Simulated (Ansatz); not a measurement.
Crystal: Sb.

```
CELL_PARAMETERS angstrom
2.15420 1.24373 3.75800
-2.15420 1.24373 3.75800
0.00000 -2.48746 3.75800
ATOMIC_POSITIONS crystal
Sb 0.76651 0.76651 0.76651
Sb 0.23349 0.23349 0.23349
```

```yaml
Program: Ansatz 0.2.0
Task: relaxation of cell and atoms
Functional: RPBE
Dispersion: D4
Potentials_or_basis: Ansatz PAW
Cutoff: "420 eV (not typed: the program's choice for these potentials)"
k_mesh: 8 × 8 × 8
Occupations: fermi-dirac, width 0.05 eV
Spin: no spin polarisation
```

At the start: volume 30.21 Å³/atom.

Task: How do energy, volume and symmetry change on relaxing?

Result: It ends after 6 steps and the volume is 28.81 Å³/atom (-4.6 %); space group R-3m (No. 166, to 0.05 Å).

Step by step:
```tsv
step	energy change (eV)	largest force (eV/Å)	volume (Å³)
1	0.0000	0.2224	60.41
2	-0.0229	0.0107	57.47
3	-0.0255	0.0268	57.76
4	-0.0256	0.0330	57.50
5	-0.0263	0.0039	57.62
6	-0.0257	0.0039	57.62
```

Final structure:
```
CELL_PARAMETERS angstrom
2.14514 1.23850 3.61484
-2.14514 1.23850 3.61484
0.00000 -2.47700 3.61484
ATOMIC_POSITIONS crystal
Sb 0.76191 0.76191 0.76191
Sb 0.23809 0.23809 0.23809
```

Caveat: the plane-wave basis is chosen anew once the cell has moved, so the energies of steps on either side of that aren't comparable; the PAW data sets come from PBE, with cores solved anew for the run's functional, which leaves a small shift of forces and pressure.
